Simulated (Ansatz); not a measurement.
# InSb (rocksalt type): the cost of one run

Method: DFT, PBEsol, PAW with Ansatz's default frozen-core files, scalar-relativistic, in Ansatz 0.2.0.

**1. Starting point**

The structure is cubic, space group Fm-3m (No. 225). The conventional cell has a = 5.895 Å, b = 5.895 Å, c = 5.895 Å, α = 90.00°, β = 90.00°, γ = 90.00°. In (site symmetry m-3m) is surrounded by 6 Sb at 2.95 Å. Sb (site symmetry m-3m) is surrounded by 6 In at 2.95 Å.

As a file:

```
In Sb
1.0
     0.00000    2.94735    2.94735
     2.94735    0.00000    2.94735
     2.94735    2.94735    0.00000
In Sb
1 1
Direct
  0.00000 0.00000 0.00000
  0.50000 0.50000 0.50000
```

Whether this phase is the stable one at these pressures isn't tested.

Atoms are numbered in the order of the input: In1, Sb2.

**2. Cell relaxed at zero pressure, PAW**

Input file input.yaml:

```yaml
crystal:
  lattice:
    - [0.0, 2.9473523161, 2.9473523161]
    - [2.9473523161, 0.0, 2.9473523161]
    - [2.9473523161, 2.9473523161, 0.0]
  atoms:
    - { symbol: In, position: [0.0, 0.0, 0.0] }
    - { symbol: Sb, position: [0.5, 0.5, 0.5] }
kpoints:
  mp_grid: { grid: [12, 12, 12] }
scf:
  occupations: { method: fermi_dirac, width: 0.1 }
hamiltonian:
  xc: pbesol
  pseudopotentials: { kind: paw }
output:
  forces: true
  stress: true
relax:
  f_tol: 0.005
  max_steps: 40
  cell: {}
```

On the command line:

```bash
$ ansatz run input.yaml --threads 1 --pin off --max-ram 2048MiB --backend cpu --events-out ev --progress --plain --runs-dir out
```

**Question.** How long does this run take on 1 thread of Intel Xeon 6975P-C (Granite Rapids), shared host, and how much memory does it need?

About 8.1 s, with a peak of 0.43 GiB.
